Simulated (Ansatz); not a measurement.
A plane-wave DFT run in Ansatz 0.2.0 (scalar-relativistic PAW potentials unless the input names others): input and command.

```yaml
crystal:
  lattice:
    - [3.288, 0.0, 0.0]
    - [-1.644, 2.8474915276, 0.0]
    - [0.0, 0.0, 12.9]
  atoms:
    - { symbol: Mo, position: [0.3333333333, 0.6666666667, 0.25] }
    - { symbol: Mo, position: [0.6666666667, 0.3333333333, 0.75] }
    - { symbol: Se, position: [0.3333333333, 0.6666666667, 0.625] }
    - { symbol: Se, position: [0.6666666667, 0.3333333333, 0.125] }
    - { symbol: Se, position: [0.3333333333, 0.6666666667, 0.875] }
    - { symbol: Se, position: [0.6666666667, 0.3333333333, 0.375] }
basis:
  ecutwfc: 420
kpoints:
  mp_grid: { grid: [12, 12, 2] }
hamiltonian:
  xc: pbe
  dispersion: d4
scf:
  occupations: { method: gaussian, width: 0.02 }
output:
  forces: true
  eigenvalues: true
  stress: true
```

```bash
ansatz run input.yaml --threads 2 --pin off --max-ram 5120MiB --backend cpu --events-out ev --progress --plain --runs-dir out
```

Abridged log:
```
Basis set: ecut = 420 eV, 2395 PW (Γ), exchange–correlation on 48×48×180 points (8 copies of the dense FFT grid, shifted against one another)
Bands: 56, of which v1, the nominal top of the filled ones, is band 46 counted from 1 (45 counted from 0)
Symmetry: 24 space group operations
k-points: 38 of 288
SCF iter   1: F=—  HF=-31795.031266 eV  |F-HF|=—  |Δ(HF+E_count)|=         —  Δρ=4.89e-3  dr2=7.79e-3  ethr=1.77e-3  ⟨swp⟩=6.4  Hψ=7563  notcnv=0  defer=1
SCF iter   2: F=—  HF=-31795.040321 eV  |F-HF|=—  |Δ(HF+E_count)|=   9.05e-3  Δρ=2.81e-3  dr2=2.43e-3  ethr=8.47e-6  ⟨swp⟩=2.0  Hψ=3545  notcnv=0  defer=75
SCF iter   3: F=—  HF=-31795.044374 eV  |F-HF|=—  |Δ(HF+E_count)|=   4.05e-3  Δρ=9.60e-4  dr2=1.73e-3  ethr=2.65e-6  ⟨swp⟩=2.1  Hψ=3157  notcnv=0  defer=37
automatic band count: iteration 3 solves 55 bands in place of 56: the levels show a gap, and the empty bands left out lie too high to hold charge; the band table lists the bands solved (type scf.n_extra_bands for more)
SCF iter   4: F=—  HF=-31795.044363 eV  |F-HF|=—  |Δ(HF+E_count)|=   1.11e-5  Δρ=1.13e-4  dr2=9.21e-6  ethr=1.88e-6  ⟨swp⟩=2.3  Hψ=2612  notcnv=0  defer=37
SCF iter   5: F=—  HF=-31795.044356 eV  |F-HF|=—  |Δ(HF+E_count)|=   6.72e-6  Δρ=3.48e-5  dr2=1.66e-6  ethr=1.00e-8  ⟨swp⟩=2.1  Hψ=3626  notcnv=0  defer=37
SCF iter   6: F=—  HF=-31795.044357 eV  |F-HF|=—  |Δ(HF+E_count)|=   1.28e-6  Δρ=9.28e-6  dr2=2.66e-7  ethr=1.81e-9  ⟨swp⟩=2.0  Hψ=2723  notcnv=0  defer=37
SCF iter   7: F=-31795.044358 eV  HF=-31795.044358 eV  |F-HF|=1.96e-8  |Δ(HF+E_count)|=   1.01e-7  Δρ=2.93e-6  dr2=2.08e-8  ethr=1.09e-10  ⟨swp⟩=8.4  Hψ=8148  notcnv=0
SCF 1 converged in 7 iterations: F = -31795.044358 eV  dr2 = 2.08e-8
SCF converged after 7 iterations
Free energy (F): -31795.044358 eV
Harris-Foulkes:  -31795.044358 eV  (|F-HF|=1.96e-8)
Internal energy: -31795.044358 eV  (E = F + TS)
E sigma→0 (E₀):  -31795.044358 eV
Fermi energy:    13.031013 eV
  E_disp       = -2.824871  (pairwise vdW)
--- Forces (eV/Å), atoms counted from 1 ---
  atom   1  Mo     0.00000000     0.00000000     0.00000000
  atom   2  Mo     0.00000000     0.00000000     0.00000000
  atom   3  Se     0.00000000     0.00000000    -1.09683402
  atom   4  Se     0.00000000     0.00000000    -1.09683402
  atom   5  Se     0.00000000     0.00000000     1.09683402
  atom   6  Se     0.00000000     0.00000000     1.09683402
--- Stress (GPa, compression-positive) ---
        2.732845       0.000000       0.000000
        0.000000       2.732845       0.000000
        0.000000       0.000000       8.216588
  P = ⅓ Tr σ = 4.5608 GPa (45.608 kbar)
```

Apart from outputs and empty bands, the input differs from a reference run on usual settings in hamiltonian.dispersion: "d3bj" → "d4". The reference, at the same geometry (not necessarily relaxed), gave pressure 4.25 GPa, largest force 1.101 eV/Å, gap on the mesh 0.89 eV. This run converged in 7 SCF iterations (reference: 7) with an energy at zero smearing 1.04 meV/atom below the reference's (the Hamiltonian itself differs), pressure 4.56 GPa, largest force 1.097 eV/Å, gap on the mesh 0.89 eV.

Time: 5.8 s on 2 threads of Arm Neoverse V2, with other jobs on the host, peak memory 0.51 GiB.